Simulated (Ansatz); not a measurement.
# Nb(100) with 4 layers of random Nb-Ru, 2x2: scattering by chemical disorder

Aim: the residual resistivity of a random alloy, from Nb(100) with 4 layers of random Nb-Ru, 2x2 and longer regions.

Main program and level: Ansatz 0.2.0; Ansatz plane-wave DFT, PBE, PAW files; ballistic transport by layer matching (Landauer), zero bias; PAW set soft_1.

### 1. The starting structure

The cell holds 56 atoms: 48 Nb and 8 Ru. Its edges and angles: a = 6.613 Å, b = 6.613 Å, c = 23.144 Å, α = 90.0°, β = 90.0°, γ = 90.0°. It derives from Nb. Regions: lead, 40 atoms (40 Nb); scattering region, 16 atoms (8 Ru and 8 Nb). The structure is stacked along c, and the current runs across the ab planes.

### 2. With 4 alloy layers

In 4 layers a share of 0.5 of the sites is given to Ru at random. The layers about the cell's end stay perfect and serve as the lead. Disorder leaves little or no symmetry, which makes such runs dear. Energies from -0.05 to 0.05 eV in steps of 0.05 eV are too few for the program's thermal sum, so it prints no conductance; for a metal the transmission near the Fermi level serves, at a fraction of the cost.

Contents of input.yaml:

```yaml
crystal:
  lattice:
    - [6.6126, 0.0, 0.0]
    - [0.0, 6.6126, 0.0]
    - [0.0, 0.0, 23.1441]
  atoms:
    - { symbol: Nb, position: [0.0, 0.0, 0.0357142857] }
    - { symbol: Nb, position: [0.0, 0.5, 0.0357142857] }
    - { symbol: Nb, position: [0.5, 0.0, 0.0357142857] }
    - { symbol: Nb, position: [0.5, 0.5, 0.0357142857] }
    - { symbol: Nb, position: [0.25, 0.25, 0.1071428571] }
    - { symbol: Nb, position: [0.25, 0.75, 0.1071428571] }
    - { symbol: Nb, position: [0.75, 0.25, 0.1071428571] }
    - { symbol: Nb, position: [0.75, 0.75, 0.1071428571] }
    - { symbol: Nb, position: [0.0, 0.0, 0.1785714286] }
    - { symbol: Nb, position: [0.0, 0.5, 0.1785714286] }
    - { symbol: Nb, position: [0.5, 0.0, 0.1785714286] }
    - { symbol: Nb, position: [0.5, 0.5, 0.1785714286] }
    - { symbol: Nb, position: [0.25, 0.25, 0.25] }
    - { symbol: Nb, position: [0.25, 0.75, 0.25] }
    - { symbol: Nb, position: [0.75, 0.25, 0.25] }
    - { symbol: Nb, position: [0.75, 0.75, 0.25] }
    - { symbol: Nb, position: [0.0, 0.0, 0.3214285714] }
    - { symbol: Nb, position: [0.0, 0.5, 0.3214285714] }
    - { symbol: Nb, position: [0.5, 0.0, 0.3214285714] }
    - { symbol: Nb, position: [0.5, 0.5, 0.3214285714] }
    - { symbol: Ru, position: [0.25, 0.25, 0.3928571429] }
    - { symbol: Nb, position: [0.25, 0.75, 0.3928571429] }
    - { symbol: Nb, position: [0.75, 0.25, 0.3928571429] }
    - { symbol: Nb, position: [0.75, 0.75, 0.3928571429] }
    - { symbol: Ru, position: [0.0, 0.0, 0.4642857143] }
    - { symbol: Nb, position: [0.0, 0.5, 0.4642857143] }
    - { symbol: Ru, position: [0.5, 0.0, 0.4642857143] }
    - { symbol: Ru, position: [0.5, 0.5, 0.4642857143] }
    - { symbol: Ru, position: [0.25, 0.25, 0.5357142857] }
    - { symbol: Nb, position: [0.25, 0.75, 0.5357142857] }
    - { symbol: Nb, position: [0.75, 0.25, 0.5357142857] }
    - { symbol: Nb, position: [0.75, 0.75, 0.5357142857] }
    - { symbol: Ru, position: [0.0, 0.0, 0.6071428571] }
    - { symbol: Ru, position: [0.0, 0.5, 0.6071428571] }
    - { symbol: Nb, position: [0.5, 0.0, 0.6071428571] }
    - { symbol: Ru, position: [0.5, 0.5, 0.6071428571] }
    - { symbol: Nb, position: [0.25, 0.25, 0.6785714286] }
    - { symbol: Nb, position: [0.25, 0.75, 0.6785714286] }
    - { symbol: Nb, position: [0.75, 0.25, 0.6785714286] }
    - { symbol: Nb, position: [0.75, 0.75, 0.6785714286] }
    - { symbol: Nb, position: [0.0, 0.0, 0.75] }
    - { symbol: Nb, position: [0.0, 0.5, 0.75] }
    - { symbol: Nb, position: [0.5, 0.0, 0.75] }
    - { symbol: Nb, position: [0.5, 0.5, 0.75] }
    - { symbol: Nb, position: [0.25, 0.25, 0.8214285714] }
    - { symbol: Nb, position: [0.25, 0.75, 0.8214285714] }
    - { symbol: Nb, position: [0.75, 0.25, 0.8214285714] }
    - { symbol: Nb, position: [0.75, 0.75, 0.8214285714] }
    - { symbol: Nb, position: [0.0, 0.0, 0.8928571429] }
    - { symbol: Nb, position: [0.0, 0.5, 0.8928571429] }
    - { symbol: Nb, position: [0.5, 0.0, 0.8928571429] }
    - { symbol: Nb, position: [0.5, 0.5, 0.8928571429] }
    - { symbol: Nb, position: [0.25, 0.25, 0.9642857143] }
    - { symbol: Nb, position: [0.25, 0.75, 0.9642857143] }
    - { symbol: Nb, position: [0.75, 0.25, 0.9642857143] }
    - { symbol: Nb, position: [0.75, 0.75, 0.9642857143] }
kpoints:
  mp_grid: { grid: [4, 4, 1] }
hamiltonian:
  xc: pbe
  pseudopotentials: { kind: paw, azcp: { folder: soft_1 } }
scf:
  occupations: { method: fermi_dirac, width: 0.1 }
output:
  transmission: { leads: [[0, 4]], kmesh: [8, 8], e_range: [-0.05, 0.05], de: 0.05 }
  write_potential: true
  write_density: true
  volumetric_format: npy
```

Started as:

```console
ansatz run input.yaml --threads 4 --pin off --max-ram 15360MiB --backend cpu --events-out ev --progress --plain --runs-dir out
```

Numbers of over 12 decimals in the logs are rounded to 6 here.

What it wrote:

```text
Engine: ansatz 0.2.0, aarch64-unknown-linux-gnu
Pseudopotentials: kind: paw
Pseudopotential: Nb, paw, valence charge 13, recommended cutoff 420 eV (normal), soft_1/Nb.paw.azcp
Pseudopotential: Ru, paw, valence charge 16, recommended cutoff 420 eV (normal), soft_1/Ru.paw.azcp
Functional definition: PBE
  parameter kappa = 0.804
  parameter beta = 0.066725
  exchange = pbe_x(kappa = kappa, mu = beta*pi^2/3)
  correlation = pbe_c(beta = beta)
Crystal: 56 atoms, lattice volume = 1012.010 Å³
Basis set: ecut = 420 eV, 19757 PW (Γ)
Bands: 452, of which v1, the nominal top of the filled ones, is band 376 counted from 1 (375 counted from 0)
Symmetry: 2 space group operations
Space group: Cm (ITA 8), of the structure as read, at distance tolerance 1.0e-4 Å
k-points: 7 of 16 (time reversal used)
Non-local potential: Nb, projectors of the file, l = 0: 3, l = 1: 2, l = 2: 2, l = 3: 1
Non-local potential: Ru, projectors of the file, l = 0: 3, l = 1: 2, l = 2: 2, l = 3: 1
PAW form: soft (Blöchl's): semilocal exchange-correlation on the pseudo side does not see the compensation charge
PAW one-centre angular grid: Nb, 590 points (default); XC on 64 Gauss nodes
PAW one-centre angular grid: Ru, 590 points (default); XC on 64 Gauss nodes
Initial density: superposition of atomic densities (chi_scale 0.1, normalization cell, long waves of neutral atoms (reshape's long-wave potential 9.71 eV rms, cloud 3.10 Å wide))
Initial wavefunctions: pseudopotential atomic-orbital guess
Functional: x = pbe(κ = 0.804, μ = 0.219515), c = pbe(β = 0.066725)
SCF iter   1: F=—  HF=-265684.950758 eV  |F-HF|=—  |Δ(HF+E_count)|=         —  Δρ=2.19e-1  dr2=7.02e3  ethr=3.10e-3  ⟨swp⟩=6.9  Hψ=11751  notcnv=0
preconditioner: auto → Kerker (q_TF=auto, 2.597 Å⁻¹)  [metal: Δε(μ)=0.006 eV  Ē_g=4.163 eV  σ=0.100 eV  W_gap=0.01  n_scr=294 (ndim 8)  ℏωp=20.4 eV  f_vac=0.000  D(μ)=39.93/eV (n_scr^D=302)]
SCF iter   2: F=—  HF=-265562.801748 eV  |F-HF|=—  |Δ(HF+E_count)|=    1.22e2  Δρ=7.07e-2  dr2=9.49e2  ethr=3.10e-3  ⟨swp⟩=7.7  Hψ=13090  notcnv=0  defer=3
SCF iter   3: F=—  HF=-265548.013777 eV  |F-HF|=—  |Δ(HF+E_count)|=    1.48e1  Δρ=4.92e-2  dr2=6.01e1  ethr=3.10e-3  ⟨swp⟩=7.6  Hψ=9730  notcnv=0  defer=7
SCF iter   4: F=—  HF=-265546.590543 eV  |F-HF|=—  |Δ(HF+E_count)|=    1.42e0  Δρ=4.96e-2  dr2=1.23e2  ethr=3.10e-3  ⟨swp⟩=9.6  Hψ=11358  notcnv=0  defer=9
SCF iter   5: F=—  HF=-265543.503240 eV  |F-HF|=—  |Δ(HF+E_count)|=    3.09e0  Δρ=1.00e-2  dr2=2.95e0  ethr=3.10e-3  ⟨swp⟩=6.3  Hψ=7362  notcnv=0  defer=3
SCF iter   6: F=—  HF=-265543.356865 eV  |F-HF|=—  |Δ(HF+E_count)|=   1.46e-1  Δρ=1.64e-3  dr2=1.29e-1  ethr=3.93e-4  ⟨swp⟩=4.3  Hψ=4441  notcnv=0  defer=7
SCF iter   7: F=—  HF=-265543.351906 eV  |F-HF|=—  |Δ(HF+E_count)|=   4.96e-3  Δρ=7.08e-4  dr2=2.38e-2  ethr=1.72e-5  ⟨swp⟩=2.0  Hψ=3311  notcnv=0
SCF iter   8: F=—  HF=-265543.351110 eV  |F-HF|=—  |Δ(HF+E_count)|=   7.96e-4  Δρ=3.51e-4  dr2=8.88e-3  ethr=3.16e-6  ⟨swp⟩=1.0  Hψ=3232  notcnv=0
SCF iter   9: F=—  HF=-265543.350950 eV  |F-HF|=—  |Δ(HF+E_count)|=   1.61e-4  Δρ=9.50e-5  dr2=3.14e-4  ethr=1.18e-6  ⟨swp⟩=1.0  Hψ=3164  notcnv=0
SCF iter  10: F=—  HF=-265543.350917 eV  |F-HF|=—  |Δ(HF+E_count)|=   3.28e-5  Δρ=1.25e-5  dr2=9.92e-6  ethr=4.18e-8  ⟨swp⟩=2.0  Hψ=3763  notcnv=0
SCF iter  11: F=—  HF=-265543.350189 eV  |F-HF|=—  |Δ(HF+E_count)|=   7.28e-4  Δρ=5.22e-6  dr2=1.57e-6  ethr=1.32e-9  ⟨swp⟩=1.9  Hψ=3684  notcnv=0
SCF iter  12: F=-265543.350189 eV  HF=-265543.350189 eV  |F-HF|=4.49e-8  |Δ(HF+E_count)|=   3.10e-8  Δρ=1.05e-6  dr2=4.87e-8  ethr=1.33e-11  ⟨swp⟩=12.0  Hψ=11469  notcnv=0
SCF 1 converged in 12 iterations: F = -265543.350189 eV  dr2 = 4.87e-8
  greatest PAW one-centre occupation: 1.000 electrons in one spin orbital (limit 2), on the Ru atom at site 35 (counted from 0), in its partial waves of l = 0
transmission: 90 of 882 steps passed
transmission: 180 of 882 steps passed
[...]
transmission: 882 of 882 steps passed
SCF converged after 12 iterations
Free energy (F): -265543.350189 eV
Harris-Foulkes:  -265543.350189 eV  (|F-HF|=4.49e-8)
Internal energy: -265541.109350 eV  (E = F + TS)
E sigma→0 (E₀):  -265542.229769 eV
Entropy (-TS):   -2.240839 eV (-40.015 meV/atom)
Fermi energy:    17.656839 eV
--- Per-component energies (eV) ---
  E_band       = -4520.863854
  E_kinetic    = 21520.821908
  E_local      = -46463.127171  (includes V_loc(G=0)·N_el)
  E_nonlocal   = 7852.306548
  E_hartree    = 15912.818679
  E_xc         = -9292.053533
  E_vxc        = -11319.749347  (∫ρ·V_xc dr)
  E_paw        = -175953.388702  (= ΣΔE_a)
  E_vpaw       = -7936.775461  (= ΣTr[D̂ρ^β])
  E_aug_tail   = 0.007215  (compensation charges beyond the density's cutoff)
  E_ewald      = -79118.494293
  E_smearing   = -2.240839  (= −TS)
  E_closure    = 0.000000  (closes the sum)
  Σ components = -265543.350189   (vs F -265543.350189, Δ=0.00e0)
--- Band table (eV; the first three rows and the last of 7) ---
  k-point 0: bands = [... 372 lower, 17.9988, 17.9990, 18.0090, 18.0317, 18.0398, 18.0677, 18.0851, 18.0972, ... 72 higher]
  k-point 1: bands = [... 372 lower, 17.7707, 17.7933, 17.8416, 17.8735, 17.9169, 17.9241, 17.9630, 17.9997, ... 72 higher]
  k-point 2: bands = [... 372 lower, 17.5736, 17.5875, 17.6003, 17.6021, 17.6233, 17.6338, 17.6379, 17.6968, ... 72 higher]
  k-point 6: bands = [... 372 lower, 16.9497, 17.0209, 17.0528, 17.0638, 17.0780, 17.0846, 17.0885, 17.1324, ... 72 higher]
--- Transmission ---
  basis      : 385 plane waves across, 42 finite elements along
  points     : 21, standing for a mesh of 8 x 8
  energies   : 3 from -0.050000 to 0.050000 eV about the Fermi level, 0.050000 eV apart; the leads are filled to 0.000000 eV, and channels, transmission and decay are at 0.000000 eV
  crystal 0  : Nb4, at the sites [0, 4], period 1.6531 Å, over 16.53 Å; its Hamiltonian steps by up to 14.1 meV
    offset         : up to 0.0000 Å between an atom of the period and one for which it stands
    channels       : 1.089062e1 a spin
    conductance    : none, the energies end too early or step too widely for 300 K: set another output.transmission.e_range or a lower de, or, where they end at an eighth of basis.ecutwfc, a higher one
  junction   : crystal 0 to crystal 0, 0.70 to 22.19 Å
    transmission   : 3.665478e0 a spin
    conductance    : none, the energies end too early or step too widely for 300 K: set another output.transmission.e_range or a lower de, or, where they end at an eighth of basis.ecutwfc, a higher one
```

Run time: 13 min. Hardware: 4 threads of Arm Neoverse V2, shared host; peak memory 8.2 GiB; 45 min of CPU time.

This step gave:

```yaml
free_energy: -265543.3502 eV
energy_at_zero_smearing: -265542.2298 eV
fermi_energy: 17.66 eV
cell_area: 43.73 Å²
transmission_per_spin_nearest_the_fermi_level: 3.665
open_channels_per_spin_nearest_the_fermi_level: 10.89
step_of_the_lead_s_potential: 14.1 meV
```

Per spin. Transmission, zone mean against energy, zero at the Fermi level:

```csv
energy (eV),"transmission, zone mean"
-0.0500,3.72
0.0000,3.67
0.0500,3.60
```

Per spin. Table of open channels, zone mean, lead by energy, zero at the Fermi level:

```csv
energy (eV),"open channels, zone mean, lead"
-0.0500,11.5
0.0000,10.9
0.0500,10.4
```

Transmission over k1 and k2. At 0.0000 eV from the Fermi level.

Ten even steps from '0' (1.64) to '9' (6.27):
```
01134320
01579652
13789863
24999994
13689873
02569751
00234311
00012100
```
Columns: k1 (b1) from -0.5 to 0.375; rows upwards: k2 (b2) from -0.5 to 0.375.

Open channels over k1 and k2. At 0.0000 eV from the Fermi level.

Ten even steps from '0' (4.0) to '9' (14.0):
```
05599955
65789865
69877789
99977799
69877789
65689875
05599955
00669660
```
Columns: k1 (b1) from -0.5 to 0.375; rows upwards: k2 (b2) from -0.5 to 0.375.

Over the solved energies the transmission per spin lies between 3.60 and 3.72, out of 11.0 channels of the lead on average (up to 11.5).

### 3. With 8 alloy layers

In 8 layers a share of 0.5 of the sites is given to Ru at random. A fresh draw is used; the growth of the resistance with length is what counts.

System of this step: Nb(100) with 8 layers of random Nb-Ru, 2x2. The cell holds 72 atoms: 56 Nb and 16 Ru. Its edges and angles: a = 6.613 Å, b = 6.613 Å, c = 29.757 Å, α = 90.0°, β = 90.0°, γ = 90.0°. It derives from Nb. Regions: lead, 40 atoms (40 Nb); scattering region, 32 atoms (16 Nb and 16 Ru). The structure is stacked along c, and the current runs across the ab planes.

Contents of input.yaml:

```yaml
crystal:
  lattice:
    - [6.6126, 0.0, 0.0]
    - [0.0, 6.6126, 0.0]
    - [0.0, 0.0, 29.7567]
  atoms:
    - { symbol: Nb, position: [0.0, 0.0, 0.0277777778] }
    - { symbol: Nb, position: [0.0, 0.5, 0.0277777778] }
    - { symbol: Nb, position: [0.5, 0.0, 0.0277777778] }
    - { symbol: Nb, position: [0.5, 0.5, 0.0277777778] }
    - { symbol: Nb, position: [0.25, 0.25, 0.0833333333] }
    - { symbol: Nb, position: [0.25, 0.75, 0.0833333333] }
    - { symbol: Nb, position: [0.75, 0.25, 0.0833333333] }
    - { symbol: Nb, position: [0.75, 0.75, 0.0833333333] }
    - { symbol: Nb, position: [0.0, 0.0, 0.1388888889] }
    - { symbol: Nb, position: [0.0, 0.5, 0.1388888889] }
    - { symbol: Nb, position: [0.5, 0.0, 0.1388888889] }
    - { symbol: Nb, position: [0.5, 0.5, 0.1388888889] }
    - { symbol: Nb, position: [0.25, 0.25, 0.1944444444] }
    - { symbol: Nb, position: [0.25, 0.75, 0.1944444444] }
    - { symbol: Nb, position: [0.75, 0.25, 0.1944444444] }
    - { symbol: Nb, position: [0.75, 0.75, 0.1944444444] }
    - { symbol: Nb, position: [0.0, 0.0, 0.25] }
    - { symbol: Nb, position: [0.0, 0.5, 0.25] }
    - { symbol: Nb, position: [0.5, 0.0, 0.25] }
    - { symbol: Nb, position: [0.5, 0.5, 0.25] }
    - { symbol: Nb, position: [0.25, 0.25, 0.3055555556] }
    - { symbol: Nb, position: [0.25, 0.75, 0.3055555556] }
    - { symbol: Nb, position: [0.75, 0.25, 0.3055555556] }
    - { symbol: Ru, position: [0.75, 0.75, 0.3055555556] }
    - { symbol: Ru, position: [0.0, 0.0, 0.3611111111] }
    - { symbol: Nb, position: [0.0, 0.5, 0.3611111111] }
    - { symbol: Ru, position: [0.5, 0.0, 0.3611111111] }
    - { symbol: Nb, position: [0.5, 0.5, 0.3611111111] }
    - { symbol: Ru, position: [0.25, 0.25, 0.4166666667] }
    - { symbol: Ru, position: [0.25, 0.75, 0.4166666667] }
    - { symbol: Nb, position: [0.75, 0.25, 0.4166666667] }
    - { symbol: Ru, position: [0.75, 0.75, 0.4166666667] }
    - { symbol: Nb, position: [0.0, 0.0, 0.4722222222] }
    - { symbol: Nb, position: [0.0, 0.5, 0.4722222222] }
    - { symbol: Nb, position: [0.5, 0.0, 0.4722222222] }
    - { symbol: Ru, position: [0.5, 0.5, 0.4722222222] }
    - { symbol: Ru, position: [0.25, 0.25, 0.5277777778] }
    - { symbol: Ru, position: [0.25, 0.75, 0.5277777778] }
    - { symbol: Ru, position: [0.75, 0.25, 0.5277777778] }
    - { symbol: Ru, position: [0.75, 0.75, 0.5277777778] }
    - { symbol: Nb, position: [0.0, 0.0, 0.5833333333] }
    - { symbol: Nb, position: [0.0, 0.5, 0.5833333333] }
    - { symbol: Ru, position: [0.5, 0.0, 0.5833333333] }
    - { symbol: Ru, position: [0.5, 0.5, 0.5833333333] }
    - { symbol: Ru, position: [0.25, 0.25, 0.6388888889] }
    - { symbol: Nb, position: [0.25, 0.75, 0.6388888889] }
    - { symbol: Nb, position: [0.75, 0.25, 0.6388888889] }
    - { symbol: Nb, position: [0.75, 0.75, 0.6388888889] }
    - { symbol: Nb, position: [0.0, 0.0, 0.6944444444] }
    - { symbol: Nb, position: [0.0, 0.5, 0.6944444444] }
    - { symbol: Ru, position: [0.5, 0.0, 0.6944444444] }
    - { symbol: Ru, position: [0.5, 0.5, 0.6944444444] }
    - { symbol: Nb, position: [0.25, 0.25, 0.75] }
    - { symbol: Nb, position: [0.25, 0.75, 0.75] }
    - { symbol: Nb, position: [0.75, 0.25, 0.75] }
    - { symbol: Nb, position: [0.75, 0.75, 0.75] }
    - { symbol: Nb, position: [0.0, 0.0, 0.8055555556] }
    - { symbol: Nb, position: [0.0, 0.5, 0.8055555556] }
    - { symbol: Nb, position: [0.5, 0.0, 0.8055555556] }
    - { symbol: Nb, position: [0.5, 0.5, 0.8055555556] }
    - { symbol: Nb, position: [0.25, 0.25, 0.8611111111] }
    - { symbol: Nb, position: [0.25, 0.75, 0.8611111111] }
    - { symbol: Nb, position: [0.75, 0.25, 0.8611111111] }
    - { symbol: Nb, position: [0.75, 0.75, 0.8611111111] }
    - { symbol: Nb, position: [0.0, 0.0, 0.9166666667] }
    - { symbol: Nb, position: [0.0, 0.5, 0.9166666667] }
    - { symbol: Nb, position: [0.5, 0.0, 0.9166666667] }
    - { symbol: Nb, position: [0.5, 0.5, 0.9166666667] }
    - { symbol: Nb, position: [0.25, 0.25, 0.9722222222] }
    - { symbol: Nb, position: [0.25, 0.75, 0.9722222222] }
    - { symbol: Nb, position: [0.75, 0.25, 0.9722222222] }
    - { symbol: Nb, position: [0.75, 0.75, 0.9722222222] }
kpoints:
  mp_grid: { grid: [4, 4, 1] }
hamiltonian:
  xc: pbe
  pseudopotentials: { kind: paw, azcp: { folder: soft_1 } }
scf:
  occupations: { method: fermi_dirac, width: 0.1 }
output:
  transmission: { leads: [[0, 4]], kmesh: [8, 8], e_range: [-0.05, 0.05], de: 0.05 }
  write_potential: true
  write_density: true
  volumetric_format: npy
```

What it wrote:

```text
[...]
Crystal: 72 atoms, lattice volume = 1301.156 Å³
Basis set: ecut = 420 eV, 25467 PW (Γ)
Bands: 591, of which v1, the nominal top of the filled ones, is band 492 counted from 1 (491 counted from 0)
Symmetry: 1 space group operations
[...]
k-points: 10 of 16 (time reversal used)
[...]
SCF iter   1: F=—  HF=-349188.628180 eV  |F-HF|=—  |Δ(HF+E_count)|=         —  Δρ=2.34e-1  dr2=1.32e4  ethr=3.10e-3  ⟨swp⟩=4.2  Hψ=18985  notcnv=0
[...]
SCF iter  13: F=-348988.232521 eV  HF=-348988.232521 eV  |F-HF|=2.17e-8  |Δ(HF+E_count)|=   6.52e-9  Δρ=4.49e-7  dr2=2.27e-8  ethr=1.02e-11  ⟨swp⟩=10.9  Hψ=18441  notcnv=0
SCF 1 converged in 13 iterations: F = -348988.232521 eV  dr2 = 2.27e-8
[...]
transmission: 195 of 1904 steps passed
transmission: 381 of 1904 steps passed
[...]
transmission: 1904 of 1904 steps passed
SCF converged after 13 iterations
Free energy (F): -348988.232521 eV
[...]
Internal energy: -348985.089166 eV  (E = F + TS)
E sigma→0 (E₀):  -348986.660843 eV
Entropy (-TS):   -3.143355 eV (-43.658 meV/atom)
Fermi energy:    17.574995 eV
[...]
--- Band table (eV; the first three rows and the last of 10) ---
  k-point 0: bands = [... 488 lower, 17.8921, 17.8978, 17.9024, 17.9062, 17.9142, 17.9146, 17.9277, 17.9372, ... 95 higher]
  k-point 1: bands = [... 488 lower, 17.6707, 17.6837, 17.7046, 17.7092, 17.7363, 17.7518, 17.7864, 17.8258, ... 95 higher]
  k-point 2: bands = [... 488 lower, 17.4928, 17.4963, 17.5091, 17.5218, 17.5383, 17.5490, 17.5583, 17.6025, ... 95 higher]
  k-point 9: bands = [... 488 lower, 17.0362, 17.0458, 17.0625, 17.0643, 17.0736, 17.0789, 17.0973, 17.1025, ... 95 higher]
--- Transmission ---
  basis      : 385 plane waves across, 56 finite elements along
  points     : 34, standing for a mesh of 8 x 8
[...]
channels       : 1.073438e1 a spin
[...]
junction   : crystal 0 to crystal 0, 0.70 to 28.80 Å
    transmission   : 2.687889e0 a spin
[...]
```

Wall time 29 min (4 threads); peak memory 8.7 GiB; 1.6 h of CPU time.

This step gave:

| Quantity | Value |
| --- | --- |
| free energy | -348988.2325 eV |
| energy at zero smearing | -348986.6608 eV |
| Fermi energy | 17.57 eV |
| transmission per spin nearest the Fermi level | 2.688 |
| open channels per spin nearest the Fermi level | 10.73 |
| step of the lead's potential | 8.9 meV |

Per spin. Transmission, zone mean against energy, zero at the Fermi level:

```csv
energy (eV),"transmission, zone mean"
-0.0500,2.96
0.0000,2.69
0.0500,2.61
```

Over the solved energies the transmission per spin lies between 2.61 and 2.96, out of 10.9 channels of the lead on average (up to 11.7).

(Continued in part 2 of 2.)

[Logs are printed without paths, hosts, clocks, repeated set-up lines and the standing remarks that a program may print on its own settings, such as how far it seeks lower states.]

[Hosts, paths, dates, database ids (printed as entryN), source tags and the programs' standing remarks are cut or masked in the printed files.]
